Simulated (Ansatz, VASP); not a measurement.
## InSb in VASP and in Ansatz

The input INCAR:

```
ALGO     = Normal         # electronic algorithm
EDIFF    = 1E-7           # SCF threshold, eV
ENCUT    = 520            # plane-wave cutoff, eV
GGA      = PE             # functional
ISIF     = 2              # what is computed and relaxed
ISMEAR   = -1             # smearing method
LASPH    = T              # aspherical terms in the spheres
LCHARG   = F              # write CHGCAR
LREAL    = F              # projectors in reciprocal space
LWAVE    = F              # write WAVECAR
NBANDS   = 16             # bands
NELM     = 80             # most SCF steps
PREC     = Accurate       # precision mode
SIGMA    = 0.05           # smearing width, eV
```

KPOINTS

```
k-points
0
Gamma
  4 4 4
```

File POSCAR:

```
InSb
1.0
    0.0000000000      3.2391000000      3.2391000000
    3.2391000000      0.0000000000      3.2391000000
    3.2391000000      3.2391000000      0.0000000000
In Sb
1 1
Direct
    0.0000000000      0.0000000000      0.0000000000
    0.7500000000      0.7500000000      0.7500000000
```

Input for Ansatz:

```yaml
crystal:
  lattice:
    - [0.0, 3.2391, 3.2391]
    - [3.2391, 0.0, 3.2391]
    - [3.2391, 3.2391, 0.0]
  atoms:
    - { symbol: In, position: [0.0, 0.0, 0.0] }
    - { symbol: Sb, position: [0.75, 0.75, 0.75] }
kpoints:
  mp_grid: { grid: [4, 4, 4] }
scf:
  occupations: { method: fermi_dirac, width: 0.05 }
hamiltonian:
  xc: pbe
  pseudopotentials: { kind: all_electron, lapw: { basis_error: 0.00025 } }
output:
  forces: true
  stress: true
  eigenvalues: true
```

Alike in both runs: task single point; functional PBE; k mesh 4 × 4 × 4; occupations fermi-dirac, width 0.05 eV; no spin polarisation.

|  | VASP | Ansatz |
| --- | --- | --- |
| version | VASP 6.6.1 | Ansatz 0.2.0 |
| potentials or method | VASP PAW PBE potentials, release 64 (In_d, Sb) | all-electron LAPW, scalar-relativistic |
| plane-wave cutoff (eV) | 520 | see its input |

```csv
,VASP,Ansatz,Ansatz less VASP
pressure (GPa),3.7,3.7,+0.02
```

Ansatz ran all-electron here, so the differences hold the error of VASP's frozen core and of both bases.

Caveats: the k mesh is coarse (spacing up to 0.42 Å⁻¹), so the values aren't converged. Spin-orbit coupling is left out, which matters for the levels of Sb.
